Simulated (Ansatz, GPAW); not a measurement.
## A script for MgTe (GLLB-SC)

These are simulated results from GPAW 26.7.0, not measurements. The cell began as a measured structure and was relaxed with r2SCAN in plane waves (Ansatz 0.2.0). All runs are without spin polarisation.

The symmetry is P6_3mc (No. 186, hexagonal); conventional cell a = 4.578 Å, c = 7.456 Å, 33.82 Å³ an atom. Mg has 4 Te at 2.80 Å; Te has 4 Mg at 2.80 Å.

GLLB-SC is a model potential. Its fundamental gap is the Kohn-Sham gap plus a derivative discontinuity, which the script evaluates at the band edges among the listed k points. Its total energy isn't variational and serves nothing here.

Input script:

```python
import json
from ase import Atoms
from gpaw import GPAW, PW, FermiDirac

atoms = Atoms(['Mg', 'Mg', 'Te', 'Te'],
              cell=[[4.57751, 0.0, -0.0], [-2.288755, 3.96424, 0.0], [-0.0, 0.0, 7.455575]],
              scaled_positions=[[0.333333, 0.666667, 0.004398], [0.666667, 0.333333, 0.504398], [0.333333, 0.666667, 0.380602], [0.666667, 0.333333, 0.880602]],
              pbc=True)
calc = GPAW(mode=PW(400), xc='GLLBSC', kpts={'size': (6, 6, 2), 'gamma': True},
            occupations=FermiDirac(0.02), maxiter=100, legacy_gpaw=True, txt='gpaw.txt')
atoms.calc = calc
res = {'energy': atoms.get_potential_energy(force_consistent=True)}
res['electrons'] = calc.get_number_of_electrons()
res['k'] = calc.get_ibz_k_points().tolist()
res['levels'] = [calc.get_eigenvalues(kpt=i).tolist() for i in range(len(res['k']))]
points = [[0.0, 0.0, 0.0], [0.5, 0.0, 0.0], [0.333333, 0.333333, 0.0], [0.0, 0.0, 0.5], [0.5, 0.0, 0.5], [0.333333, 0.333333, 0.5], [-0.010417, 0.005208, 0.0]]
bands = calc.fixed_density(kpts=points, symmetry='off', nbands=round(res['electrons']) // 2 + 6, convergence={'bands': -2}, txt='bands.txt')
res['points'] = [bands.get_eigenvalues(kpt=i).tolist() for i in range(len(points))]
homo, lumo = bands.get_homo_lumo()
potential = calc.hamiltonian.xc.response.calculate_discontinuity_potential(homo, lumo)
res['discontinuity'] = bands.hamiltonian.xc.response.calculate_discontinuity(potential)
json.dump(res, open('results.json', 'w'))
print('free energy (eV):', round(res['energy'], 5))
```

Command: `python run.py`. It took 110 s on 1 thread of Arm Neoverse V1 (shared host), peak memory 0.25 GiB.

The log gpaw.txt, trimmed of paths, versions and times, then the last line on the terminal. An iter line gives the energy in eV and the logarithms of the changes of orbitals (plane waves alone) and density (c: converged):

```
___ ___ ___ _ _ _
 |   |   |_  | | | |

 | | | | | . | | | |

 |__ |  _|___|_____|  26.7.0
 |___|_|

Input parameters:
  kpts: {gamma: True,
         size: (6, 6, 2)}
  maxiter: 100
  mode: {ecut: 400.0,
         name: pw}
  occupations: {fixmagmom: False,
                name: fermi-dirac,
                width: 0.02}
  xc: GLLBSC

System changes: positions, numbers, cell, pbc, initial_charges, initial_magmoms

Initialize ...

species:
  Mg:
    name:    Magnesium
    Z:       12.0
    valence: 10
    core:    2
    charge:  0.0  # [|e|]
    compensation charges:
      type: gauss
      rc: 0.33  # [Å]
      lmax: 2
    cutoffs:
      filter: 1.86  # [Å]
      core: 0.54  # [Å]
    projectors
    | kind |    occ | energy [eV] | rcut [Å] |

    |------|--------|-------------|----------|

    |   2s |  2.000 |     -81.998 |    1.090 |

    |   3s |  2.000 |      -6.877 |    1.090 |

    |   2p |  6.000 |     -48.239 |    1.085 |

    |   3p |  0.000 |      -3.605 |    1.085 |

    |    d |        |       0.000 |    1.037 |

    Using partial waves for Mg as LCAO basis

  Te:
    name:    Tellurium
    Z:       52.0
    valence: 6
    core:    46
    charge:  0.0  # [|e|]
    compensation charges:
      type: gauss
      rc: 0.36  # [Å]
      lmax: 2
    cutoffs:
      filter: 2.09  # [Å]
      core: 3.17  # [Å]
    projectors
    | kind |    occ | energy [eV] | rcut [Å] |

    |------|--------|-------------|----------|

    |   5s |  2.000 |     -17.259 |    1.180 |

    |   5p |  4.000 |      -8.515 |    1.196 |

    |    s |        |       9.952 |    1.180 |

    |    p |        |      18.697 |    1.196 |

    |    d |        |       0.000 |    1.238 |

    Using partial waves for Te as LCAO basis

Reference energy: -380297.741924  # eV

Spin-paired calculation

Convergence criteria:
 Maximum [total energy] change in last 3 cyles: 0.0005 eV / valence electron
 Maximum integral of absolute [dens]ity change: 0.0001 electrons / valence electron
 Maximum integral of absolute [eigenst]ate change: 4e-08 eV^2 / valence electron
 Maximum number of scf [iter]ations: 100
 (Square brackets indicate name in SCF output, whereas a 'c' in
 the SCF output indicates the quantity has converged.)

Symmetries present (total): 1

  ( 1  0  0)
  ( 0  1  0)
  ( 0  0  1)

72 k-points: 6 x 6 x 2 Monkhorst-Pack grid + [1/12,1/12,1/4]
40 k-points in the irreducible part of the Brillouin zone
       k-points in crystal coordinates                weights
   0:     0.00000000    0.00000000    0.00000000          1/72
   1:     0.00000000    0.00000000    0.50000000          1/72
   2:     0.00000000    0.16666667    0.00000000          2/72
   3:     0.00000000    0.16666667    0.50000000          2/72
   4:     0.00000000    0.33333333    0.00000000          2/72
   5:     0.00000000    0.33333333    0.50000000          2/72
   6:     0.00000000    0.50000000    0.00000000          1/72
   7:     0.00000000    0.50000000    0.50000000          1/72
   8:     0.16666667   -0.33333333    0.00000000          2/72
   9:     0.16666667   -0.33333333    0.50000000          2/72
          ...
  39:     0.50000000    0.50000000    0.50000000          1/72

Wave functions: Plane wave expansion
  Cutoff energy: 400.000 eV
  Number of coefficients (min, max): 2430, 2491
  Pulay-stress correction: 0.000000 eV/Ang^3 (de/decut=0.000000)
  Using FFTW library
  ScaLapack parameters: grid=1x1, blocksize=None
  Wavefunction extrapolation:
    Improved wavefunction reuse through dual PAW basis

Occupation numbers: Fermi-Dirac:
  width: 0.0200  # eV

Eigensolver
   Davidson(niter=2)

Densities:
  Coarse grid: 24*24*35 grid
  Fine grid: 48*48*70 grid
  Total Charge: 0.000000

Density mixing:
  Method: separate
  Backend: msr1
  Linear mixing parameter: 0.05
  old densities: 10
  Width of damping distribution: 1.1
  Damping of long wavelength oscillations: 20

Hamiltonian:
  XC and Coulomb potentials evaluated on a 48*48*70 grid
  Using the GLLBSC Exchange-Correlation functional
  External potential:
    NoExternalPotential

XC parameters: GLLBSC functional being used consists of
  -----------------------------------------------------------------------
  | Weight | Module     | Description                                   |

  -----------------------------------------------------------------------
  |  1.000 | SCREENING  | GGA_X_PBE_SOL with 2 nearest neighbor stencil |

  |  1.000 | RESPONSE   | eps=0.0500 eV                                 |

  |  1.000 | XC         | GGA_C_PBE_SOL with 2 nearest neighbor stencil |

  -----------------------------------------------------------------------

Memory estimate:
  Process memory now: 116.38 MiB
  Calculator: 68.00 MiB
    Density: 10.34 MiB
      Arrays: 4.00 MiB
      Localized functions: 3.26 MiB
      Mixer: 3.08 MiB
    Hamiltonian: 2.69 MiB
      Arrays: 2.61 MiB
      XC: 0.00 MiB
      Poisson: 0.00 MiB
      vbar: 0.08 MiB
    Wavefunctions: 54.97 MiB
      Arrays psit_nG: 36.49 MiB
      Eigensolver: 1.19 MiB
      Projections: 0.76 MiB
      Projectors: 14.24 MiB
      PW-descriptor: 2.29 MiB

Total number of cores used: 1

Number of atoms: 4
Number of atomic orbitals: 24
Number of bands in calculation: 24
Number of valence electrons: 32
Bands to converge: occupied

... initialized

Initializing position-dependent things.

Density initialized from atomic densities
Creating initial wave functions:
  24 bands from LCAO basis set
Positions:
   0 Mg    -0.000002    2.642828    0.032790    ( 0.0000,  0.0000,  0.0000)
   1 Mg     2.288757    1.321412    3.760577    ( 0.0000,  0.0000,  0.0000)
   2 Te    -0.000002    2.642828    2.837607    ( 0.0000,  0.0000,  0.0000)
   3 Te     2.288757    1.321412    6.565394    ( 0.0000,  0.0000,  0.0000)

Unit cell:
           periodic     x           y           z      points  spacing
  1. axis:    yes    4.577510    0.000000   -0.000000    24     0.1652
  2. axis:    yes   -2.288755    3.964240    0.000000    24     0.1652
  3. axis:    yes   -0.000000    0.000000    7.455575    35     0.2130

  Lengths:   4.577510   4.577510   7.455575
  Angles:   90.000000  90.000000 120.000000

Effective grid spacing dv^(1/3) = 0.1886

iter:   1   -14.740942
iter:   2   -16.412489   -0.75  -1.24
iter:   3   -16.522308   -1.56  -1.16
iter:   4   -15.714358   -1.86  -1.05
iter:   5   -14.905497   -1.95  -1.18
iter:   6   -14.499507   -2.43  -1.43
iter:   7   -14.362027   -2.31  -1.77
iter:   8   -14.405886   -2.76  -1.94
iter:   9   -14.369590   -3.37  -1.86
iter:  10   -14.390509   -3.18  -1.92
iter:  11   -14.393733   -4.02  -2.20
iter:  12   -14.390014c  -3.92  -2.21
iter:  13   -14.381720c  -3.89  -2.22
iter:  14   -14.366970   -5.45  -2.18
iter:  15   -14.347255   -5.64  -2.19
iter:  16   -14.373489   -5.71  -2.21
iter:  17   -14.452061   -4.48  -2.25
iter:  18   -14.536024   -4.64  -2.50
iter:  19   -14.570496   -4.95  -2.71
iter:  20   -14.564873   -5.51  -3.47
iter:  21   -14.569376c  -6.07  -3.89
iter:  22   -14.569807c  -6.70  -4.27c
iter:  23   -14.570648c  -7.22  -4.52c
iter:  24   -14.571758c  -7.92c -4.74c

Converged after 24 iterations.

Energy contributions relative to reference atoms: (reference = -380297.741924)

Kinetic:        +48.051964
Potential:      -41.249005
External:        +0.000000
XC:             -19.576166
Entropy (-ST):   -0.000000
Local:           -1.798552
SIC:             +0.000000
--------------------------
Free energy:    -14.571758
Extrapolated:   -14.571758

GLLBSC response reference energy: 0.94429 eV (from HOMO)

Showing only first 2 kpts
 Kpt  Band  Eigenvalues  Occupancy
  0    14      0.94150    2.00000
  0    15      0.94430    2.00000
  0    16      4.04479    0.00000
  0    17      4.49191    0.00000

  1    14      0.70241    2.00000
  1    15      0.70242    2.00000
  1    16      4.95783    0.00000
  1    17      4.95786    0.00000

Fermi level: 1.59312

Gap: 3.100 eV
Transition (v -> c):
  (s=0, k=0, n=15, [0.00, 0.00, 0.00]) -> (s=0, k=0, n=16, [0.00, 0.00, 0.00])
No difference between direct/indirect transitions

free energy (eV): -14.57176
```

The gap in the log is over the mesh alone; results.json adds the listed points. GLLB-SC gives a gap of 4.53 eV (3.100 eV Kohn-Sham over the listed points plus 1.428 eV discontinuity). On the same cell, plane-wave PBE (Ansatz, 6×6×4 k points and the special points) gives a gap of 2.46 eV and r2SCAN a gap of 3.16 eV; on shared hosts these took about 12 and 23 core-seconds on the 4-atom cell, against 110 for the script. Spin-orbit coupling, left out in all these runs, can cut or reorder the gap by tenths of an eV, up to about 1 eV with Pb or Bi.

Spin-orbit coupling is left out, which matters wherever the heavy atoms make up the band edges.
